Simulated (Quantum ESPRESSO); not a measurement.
# TiAl (Pm-3m) in Quantum ESPRESSO: a series of runs

One crystal, TiAl, is run at these levels: LDA; tasks: single point, equation of state.

Everything below comes from runs of Quantum ESPRESSO 7.5. Logs are shortened: lines on timing, memory, paths and dates and some standing lists are left out, and cuts for length are marked.

### Step 1. The structure

The structure is cubic, space group Pm-3m (No. 221). The conventional cell has a = 3.179 Å, b = 3.179 Å, c = 3.179 Å, α = 90.00°, β = 90.00°, γ = 90.00°. Around Ti (site symmetry m-3m) lie 8 Al at 2.75 Å. Around Al (site symmetry m-3m) lie 8 Ti at 2.75 Å.

The cell comes from a database or a generator and needn't be the stable form of this composition.

### Step 2. Single point, LDA, 15.10 Å³/atom

Input file pw.in:

```
&CONTROL
  calculation = 'scf'
  prefix = 'pwscf'
  outdir = './tmp'
  pseudo_dir = './pseudo'
  tprnfor = .true.
  tstress = .true.
  disk_io = 'nowf'
/
&SYSTEM
  ibrav = 0
  nat = 2
  ntyp = 2
  ecutwfc = 45
  ecutrho = 360
  nbnd = 13
  occupations = 'smearing'
  smearing = 'fd'
  degauss = 0.00367493
/
&ELECTRONS
  conv_thr = 4d-10
  electron_maxstep = 120
  mixing_beta = 0.5
/
ATOMIC_SPECIES
Ti    47.8670 ti_lda_v1.4.uspp.F.UPF
Al    26.9815 al_lda_v1.uspp.F.UPF
CELL_PARAMETERS angstrom
   3.1141669331    0.0000000000    0.0000000000
   0.0000000000    3.1141669331    0.0000000000
   0.0000000000    0.0000000000    3.1141669331
ATOMIC_POSITIONS crystal
Ti     0.0000000000    0.0000000000    0.0000000000
Al     0.5000000000    0.5000000000    0.5000000000
K_POINTS automatic
8 8 8 0 0 0
```

Potentials or basis: GBRV 1.5 LDA.

Launch:

```bash
> OMP_NUM_THREADS=1 mpirun -n 2 pw.x -nk 2 -in pw.in > pw.out
```

pw.out:

```text
This program is part of the open-source Quantum ESPRESSO suite
     for quantum simulation of materials; please cite
[... 6 lines left out ...]
     using ibrav=0 with symmetry is DISCOURAGED, use correct ibrav instead

     K-points division:     npool     =       2
     Subspace diagonalization in iterative solution of the eigenvalue problem:
     a serial algorithm will be used

     G-vector sticks info
     --------------------
     sticks:   dense  smooth     PW     G-vecs:    dense   smooth      PW
     Sum         989     497    161                23583     8289    1551

     Using Slab Decomposition

     bravais-lattice index     =            0
     lattice parameter (alat)  =       5.8849  a.u.
     unit-cell volume          =     203.8085 (a.u.)^3
     number of atoms/cell      =            2
     number of atomic types    =            2
     number of electrons       =        15.00
     number of Kohn-Sham states=           13
     kinetic-energy cutoff     =      45.0000  Ry
     charge density cutoff     =     360.0000  Ry
     scf convergence threshold =      4.0E-10
     mixing beta               =       0.5000
     number of iterations used =            8  plain     mixing
     Exchange-correlation= SLA  PZ   NOGX NOGC
                           (   1   1   0   0   0   0   0)

     celldm(1)=   5.884923  celldm(2)=   0.000000  celldm(3)=   0.000000
     celldm(4)=   0.000000  celldm(5)=   0.000000  celldm(6)=   0.000000

     crystal axes: (cart. coord. in units of alat)
               a(1) = (   1.000000   0.000000   0.000000 )
               a(2) = (   0.000000   1.000000   0.000000 )
               a(3) = (   0.000000   0.000000   1.000000 )

     reciprocal axes: (cart. coord. in units 2 pi/alat)
               b(1) = (  1.000000  0.000000  0.000000 )
               b(2) = (  0.000000  1.000000  0.000000 )
               b(3) = (  0.000000  0.000000  1.000000 )

     PseudoPot. # 1 for Ti read from file:
     ti_lda_v1.4.uspp.F.UPF
     Pseudo is Ultrasoft + core correction, Zval = 12.0
     Generated by new atomic code, or converted to UPF format
     Using radial grid of  851 points,  6 beta functions with:
                l(1) =   0
                l(2) =   0
                l(3) =   1
                l(4) =   1
                l(5) =   2
                l(6) =   2
     Q(r) pseudized with  6 coefficients,  rinner =    1.000   1.000   1.000
                                                       1.000   1.000

     PseudoPot. # 2 for Al read from file:
     al_lda_v1.uspp.F.UPF
     Pseudo is Ultrasoft + core correction, Zval =  3.0
     Generated by new atomic code, or converted to UPF format
     Using radial grid of  893 points,  3 beta functions with:
                l(1) =   0
                l(2) =   1
                l(3) =   2
     Q(r) pseudized with  8 coefficients,  rinner =    0.900   0.900   0.900
                                                       0.900   0.900

     atomic species   valence    mass     pseudopotential
     Ti               12.00    47.86700     Ti( 1.00)
     Al                3.00    26.98150     Al( 1.00)

     48 Sym. Ops., with inversion, found

   Cartesian axes

     site n.     atom                  positions (alat units)
         1        Ti     tau(   1) = (   0.0000000   0.0000000   0.0000000  )
         2        Al     tau(   2) = (   0.5000000   0.5000000   0.5000000  )

     number of k points=    35  Fermi-Dirac smearing, width (Ry)=  0.0037
                       cart. coord. in units 2pi/alat
        k(    1) = (   0.0000000   0.0000000   0.0000000), wk =   0.0039062
        k(    2) = (   0.0000000   0.0000000   0.1250000), wk =   0.0234375
        k(    3) = (   0.0000000   0.0000000   0.2500000), wk =   0.0234375
        k(    4) = (   0.0000000   0.0000000   0.3750000), wk =   0.0234375
        k(    5) = (   0.0000000   0.0000000  -0.5000000), wk =   0.0117188
        k(    6) = (   0.0000000   0.1250000   0.1250000), wk =   0.0468750
[... 27 lines left out ...]
        k(   34) = (   0.3750000  -0.5000000  -0.5000000), wk =   0.0234375
        k(   35) = (  -0.5000000  -0.5000000  -0.5000000), wk =   0.0039062

     Dense  grid:    23583 G-vectors     FFT dimensions: (  36,  36,  36)

     Smooth grid:     8289 G-vectors     FFT dimensions: (  25,  25,  25)

     Check: negative core charge=   -0.000008

     Initial potential from superposition of free atoms

     starting charge      13.9978, renormalised to      15.0000

     negative rho (up, down):  8.278E-04 0.000E+00
     Starting wfcs are   14 randomized atomic wfcs

     Self-consistent Calculation

     iteration #  1     ecut=    45.00 Ry     beta= 0.50
     Davidson diagonalization with overlap
     ethr =  1.00E-02,  avg # of iterations =  3.5

     negative rho (up, down):  8.500E-04 0.000E+00

     total energy              =    -125.74989181 Ry
     estimated scf accuracy    <       0.48784170 Ry

     iteration #  2     ecut=    45.00 Ry     beta= 0.50
     Davidson diagonalization with overlap
     ethr =  3.25E-03,  avg # of iterations =  2.7

     negative rho (up, down):  6.802E-04 0.000E+00

     total energy              =    -125.86933559 Ry
     estimated scf accuracy    <       0.27191010 Ry
[... 64 lines left out ...]
     iteration # 10     ecut=    45.00 Ry     beta= 0.50
     Davidson diagonalization with overlap
     ethr =  4.19E-11,  avg # of iterations =  1.5

     negative rho (up, down):  5.494E-04 0.000E+00

     total energy              =    -125.92552143 Ry
     estimated scf accuracy    <          7.1E-10 Ry

     iteration # 11     ecut=    45.00 Ry     beta= 0.50
     Davidson diagonalization with overlap
     ethr =  4.71E-12,  avg # of iterations =  2.3

     negative rho (up, down):  5.494E-04 0.000E+00

     End of self-consistent calculation

          k = 0.0000 0.0000 0.0000 (  1021 PWs)   bands (ev):

   -44.1667 -20.6738 -20.6738 -20.6738   2.4816  10.4360  10.4360  13.8992
    13.8992  13.8992  16.6792  16.6792  16.6792

          k = 0.0000 0.0000 0.1250 (  1021 PWs)   bands (ev):

   -44.1636 -20.7070 -20.6708 -20.6708   2.7439  10.3006  10.5526  13.4870
    13.4870  13.9311  15.8200  17.2761  17.2761

          k = 0.0000 0.0000 0.2500 (  1029 PWs)   bands (ev):

   -44.1562 -20.7863 -20.6636 -20.6636   3.5060   9.5528  10.8601  12.7979
    12.7979  14.0093  14.9881  18.5444  18.5444

          k = 0.0000 0.0000 0.3750 (  1044 PWs)   bands (ev):

   -44.1489 -20.8647 -20.6564 -20.6564   4.6950   8.0552  11.2156  12.2910
    12.2910  14.0897  15.0658  19.0844  20.0881
[... 38 lines left out ...]
   -44.1358 -20.8804 -20.7594 -20.6437   6.2885   7.7168  10.9898  11.5959
    12.3876  13.3248  15.1504  18.1119  18.5281

          k = 0.0000 0.3750 0.3750 (  1041 PWs)   bands (ev):

   -44.1316 -20.8398 -20.8361 -20.6397   6.1838   9.1062  10.0075  11.6454
    12.6932  12.8679  15.0457  16.9996  18.3280

          k = 0.0000 0.3750-0.5000 (  1042 PWs)   bands (ev):

   -44.1286 -20.8686 -20.8333 -20.6368   6.6224   8.8673  10.2518  11.2802
    12.6066  12.8732  15.0178  17.4143  17.4618

          k = 0.0000-0.5000-0.5000 (  1024 PWs)   bands (ev):

   -44.1257 -20.8637 -20.8637 -20.6339   6.7915   9.9360   9.9360  10.4858
    12.7042  12.7042  14.9801  17.1203  17.2070

          k = 0.1250 0.1250 0.1250 (  1033 PWs)   bands (ev):

   -44.1576 -20.7041 -20.6987 -20.6987   3.2511  10.4587  10.4587  12.8061
    13.2708  13.2708  16.6748  16.6748  17.0725

          k = 0.1250 0.1250 0.2500 (  1041 PWs)   bands (ev):

   -44.1503 -20.7787 -20.6941 -20.6910   3.9763   9.8290  10.7322  12.4129
    12.5332  13.3726  15.6144  17.6857  17.8066

          k = 0.1250 0.1250 0.3750 (  1046 PWs)   bands (ev):

   -44.1430 -20.8557 -20.6862 -20.6833   5.0921   8.4022  11.0876  11.9315
    12.3966  13.5047  15.2380  18.5192  18.8190
[... 18 lines left out ...]
   -44.1329 -20.8758 -20.7559 -20.6741   6.4230   7.9280  10.6518  11.7714
    12.6861  13.0284  15.2347  18.0079  18.8832

          k = 0.1250 0.3750 0.3750 (  1035 PWs)   bands (ev):

   -44.1287 -20.8356 -20.8321 -20.6698   6.3531   9.2477   9.8401  11.6695
    12.7464  12.9678  15.2426  16.8703  18.3225

          k = 0.1250 0.3750-0.5000 (  1040 PWs)   bands (ev):

   -44.1258 -20.8643 -20.8293 -20.6667   6.7920   8.9461   9.9818  11.4075
    12.9461  12.9594  15.1007  17.0519  17.5185

          k = 0.1250-0.5000-0.5000 (  1028 PWs)   bands (ev):

   -44.1228 -20.8595 -20.8595 -20.6637   6.9825   9.6863   9.6863  10.8563
    13.0578  13.0578  14.9904  16.7044  17.0877

          k = 0.2500 0.2500 0.2500 (  1030 PWs)   bands (ev):

   -44.1360 -20.7665 -20.7568 -20.7568   5.2490  10.1576  10.1576  11.8007
    12.5290  12.5290  16.7826  16.7826  17.1320

          k = 0.2500 0.2500 0.3750 (  1029 PWs)   bands (ev):

   -44.1288 -20.8344 -20.7538 -20.7481   6.1349   9.2188  10.0828  12.2046
    12.3080  12.9326  15.7758  17.0340  17.8564

          k = 0.2500 0.2500-0.5000 (  1042 PWs)   bands (ev):

   -44.1259 -20.8648 -20.7500 -20.7444   6.7914   8.4529  10.0371  12.2602
    12.5172  13.2111  15.3360  16.9306  18.8930

          k = 0.2500 0.3750 0.3750 (  1031 PWs)   bands (ev):

   -44.1218 -20.8255 -20.8222 -20.7421   6.8243   9.3904   9.4818  12.0305
    12.9436  13.1790  15.7901  16.0243  17.6770

          k = 0.2500 0.3750-0.5000 (  1040 PWs)   bands (ev):

   -44.1189 -20.8538 -20.8195 -20.7385   7.2638   8.9912   9.4765  12.0431
    13.1683  13.6637  15.2856  15.7050  17.6841

          k = 0.2500-0.5000-0.5000 (  1016 PWs)   bands (ev):

   -44.1159 -20.8492 -20.8492 -20.7350   7.5233   9.2128   9.2128  11.9092
    13.8528  13.8528  15.0153  15.2315  16.9139

          k = 0.3750 0.3750 0.3750 (  1034 PWs)   bands (ev):

   -44.1148 -20.8167 -20.8124 -20.8124   7.4688   9.1678   9.1678  12.9641
    13.3655  13.3655  14.8135  16.5840  16.5840

          k = 0.3750 0.3750-0.5000 (  1034 PWs)   bands (ev):

   -44.1119 -20.8433 -20.8110 -20.8083   7.8886   8.8962   9.0473  13.2776
    13.4383  14.2268  14.4118  15.4218  17.1807

          k = 0.3750-0.5000-0.5000 (  1040 PWs)   bands (ev):

   -44.1090 -20.8389 -20.8389 -20.8056   8.2631   8.8351   8.8351  13.4551
    13.6172  14.7291  14.7291  15.0405  16.3494

          k =-0.5000-0.5000-0.5000 (  1064 PWs)   bands (ev):

   -44.1062 -20.8346 -20.8346 -20.8346   8.6957   8.6957   8.6957  12.8578
    15.0509  15.0509  15.1877  15.1877  15.1877

     the Fermi energy is    11.9936 ev

!    total energy              =    -125.92552143 Ry
     estimated scf accuracy    <          3.1E-11 Ry
     smearing contrib. (-TS)   =      -0.00158518 Ry
     internal energy E=F+TS    =    -125.92393625 Ry

     The total energy is F=E-TS. E is the sum of the following terms:
     one-electron contribution =     -51.02427891 Ry
     hartree contribution      =      30.92710147 Ry
     xc contribution           =     -22.24946531 Ry
     ewald contribution        =     -83.57729350 Ry

     convergence has been achieved in  11 iterations

     negative rho (up, down):  5.494E-04 0.000E+00

     Forces acting on atoms (cartesian axes, Ry/au):

     atom    1 type  1   force =     0.00000000    0.00000000    0.00000000
     atom    2 type  2   force =     0.00000000    0.00000000    0.00000000

     Total force =     0.000000     Total SCF correction =     0.000000

     Computing stress (Cartesian axis) and pressure

     negative rho (up, down):  5.494E-04 0.000E+00
          total   stress  (Ry/bohr**3)                   (kbar)     P=       13.14
   0.00008933   0.00000000   0.00000000           13.14        0.00        0.00
   0.00000000   0.00008933   0.00000000            0.00       13.14        0.00
   0.00000000   0.00000000   0.00008933            0.00        0.00       13.14

=------------------------------------------------------------------------------=
   JOB DONE.
=------------------------------------------------------------------------------=
```

Run time: 5.1 s. Hardware: 2 MPI ranks of Arm Neoverse V1, shared host; peak memory 0.18 GiB.

What came out:

```
Free energy            : -1713.3040 eV
Pressure               : 1.3 GPa
Band gap on the k mesh : none (metal or under the smearing width)
```

### Step 3. Single point, LDA, 15.42 Å³/atom

pw.in: that of step 2 with these lines changed.

```diff
@@ -29,5 +29,5 @@
 CELL_PARAMETERS angstrom
-   3.1141669331    0.0000000000    0.0000000000
-   0.0000000000    3.1141669331    0.0000000000
-   0.0000000000    0.0000000000    3.1141669331
+   3.1360984087    0.0000000000    0.0000000000
+   0.0000000000    3.1360984087    0.0000000000
+   0.0000000000    0.0000000000    3.1360984087
 ATOMIC_POSITIONS crystal
```

Potentials or basis: GBRV 1.5 LDA.

Launch:

```bash
> OMP_NUM_THREADS=1 mpirun -n 2 pw.x -nk 2 -in pw.in > pw.out
```

Run time: 5.1 s. Hardware: 2 MPI ranks of Arm Neoverse V1, shared host; peak memory 0.18 GiB.

It converged, with:

- Free energy: -1713.3039 eV
- Pressure: -1.3 GPa
- Band gap on the k mesh: none (metal or under the smearing width)

### Step 4. Single point, LDA, 15.74 Å³/atom

pw.in: that of step 3 with these lines changed.

```diff
@@ -29,5 +29,5 @@
 CELL_PARAMETERS angstrom
-   3.1360984087    0.0000000000    0.0000000000
-   0.0000000000    3.1360984087    0.0000000000
-   0.0000000000    0.0000000000    3.1360984087
+   3.1577273571    0.0000000000    0.0000000000
+   0.0000000000    3.1577273571    0.0000000000
+   0.0000000000    0.0000000000    3.1577273571
 ATOMIC_POSITIONS crystal
```

Launch:

```bash
> OMP_NUM_THREADS=1 mpirun -n 2 pw.x -nk 2 -in pw.in > pw.out
```

Wall time 5.2 s (2 MPI ranks of Arm Neoverse V1, shared host); peak memory 0.18 GiB.

The run converged. Its results:

```
Free energy            : -1713.2939 eV
Pressure               : -3.7 GPa
Band gap on the k mesh : none (metal or under the smearing width)
```

### Step 5. Single point, LDA, 16.06 Å³/atom

pw.in: that of step 4 with these lines changed.

```diff
@@ -29,5 +29,5 @@
 CELL_PARAMETERS angstrom
-   3.1577273571    0.0000000000    0.0000000000
-   0.0000000000    3.1577273571    0.0000000000
-   0.0000000000    0.0000000000    3.1577273571
+   3.1790640000    0.0000000000    0.0000000000
+   0.0000000000    3.1790640000    0.0000000000
+   0.0000000000    0.0000000000    3.1790640000
 ATOMIC_POSITIONS crystal
```

Launch:

```bash
> OMP_NUM_THREADS=1 mpirun -n 2 pw.x -nk 2 -in pw.in > pw.out
```

It took 5.8 s on 2 MPI ranks of Arm Neoverse V1, shared host; peak memory 0.2 GiB.

Results (log left out):

```
Free energy            : -1713.2748 eV
Pressure               : -5.8 GPa
Band gap on the k mesh : none (metal or under the smearing width)
```

### Step 6. Single point, LDA, 16.39 Å³/atom

pw.in: that of step 5 with these lines changed.

```diff
@@ -29,5 +29,5 @@
 CELL_PARAMETERS angstrom
-   3.1790640000    0.0000000000    0.0000000000
-   0.0000000000    3.1790640000    0.0000000000
-   0.0000000000    0.0000000000    3.1790640000
+   3.2001180175    0.0000000000    0.0000000000
+   0.0000000000    3.2001180175    0.0000000000
+   0.0000000000    0.0000000000    3.2001180175
 ATOMIC_POSITIONS crystal
```

Potentials or basis: GBRV 1.5 LDA.

Launch:

```bash
> OMP_NUM_THREADS=1 mpirun -n 2 pw.x -nk 2 -in pw.in > pw.out
```

It took 5.6 s on 2 MPI ranks of Arm Neoverse V1, shared host; peak memory 0.2 GiB.

The run converged. Its results:

```
Free energy            : -1713.2475 eV
Pressure               : -7.8 GPa
Band gap on the k mesh : none (metal or under the smearing width)
```

### Step 7. Single point, LDA, 16.71 Å³/atom

pw.in: that of step 6 with these lines changed.

```diff
@@ -29,5 +29,5 @@
 CELL_PARAMETERS angstrom
-   3.2001180175    0.0000000000    0.0000000000
-   0.0000000000    3.2001180175    0.0000000000
-   0.0000000000    0.0000000000    3.2001180175
+   3.2208985869    0.0000000000    0.0000000000
+   0.0000000000    3.2208985869    0.0000000000
+   0.0000000000    0.0000000000    3.2208985869
 ATOMIC_POSITIONS crystal
```

Launch:

```bash
> OMP_NUM_THREADS=1 mpirun -n 2 pw.x -nk 2 -in pw.in > pw.out
```

Wall time 5.6 s (2 MPI ranks of Arm Neoverse V1, shared host); peak memory 0.2 GiB.

Results (log left out):

```
Free energy            : -1713.2128 eV
Pressure               : -9.5 GPa
Band gap on the k mesh : none (metal or under the smearing width)
```

### Step 8. Single point, LDA, 17.03 Å³/atom

pw.in: that of step 7 with these lines changed.

```diff
@@ -29,5 +29,5 @@
 CELL_PARAMETERS angstrom
-   3.2208985869    0.0000000000    0.0000000000
-   0.0000000000    3.2208985869    0.0000000000
-   0.0000000000    0.0000000000    3.2208985869
+   3.2414144177    0.0000000000    0.0000000000
+   0.0000000000    3.2414144177    0.0000000000
+   0.0000000000    0.0000000000    3.2414144177
 ATOMIC_POSITIONS crystal
```

Launch:

```bash
> OMP_NUM_THREADS=1 mpirun -n 2 pw.x -nk 2 -in pw.in > pw.out
```

Run time: 7 s. Hardware: 2 MPI ranks of Arm Neoverse V1, shared host; peak memory 0.2 GiB.

The run converged. Its results:

```
Free energy            : -1713.1716 eV
Pressure               : -11.1 GPa
Band gap on the k mesh : none (metal or under the smearing width)
```

### Step 9. Equation of state, LDA

Potentials or basis: GBRV 1.5 LDA.

This step only gathers the single runs of the series.

What came out:

| Item | Value |
| --- | --- |
| Equilibrium volume | 15.26 Å³/atom |
| Bulk modulus | 125 GPa |
| Pressure derivative of the bulk modulus | 4.0 |

Energy against volume, from the lowest point:
| volume (Å³/atom) | energy (meV/atom) |
| --- | --- |
| 15.101 | 0.00 |
| 15.422 | 0.05 |
| 15.743 | 5.07 |
| 16.065 | 14.62 |
| 16.386 | 28.27 |
| 16.707 | 45.60 |
| 17.028 | 66.20 |
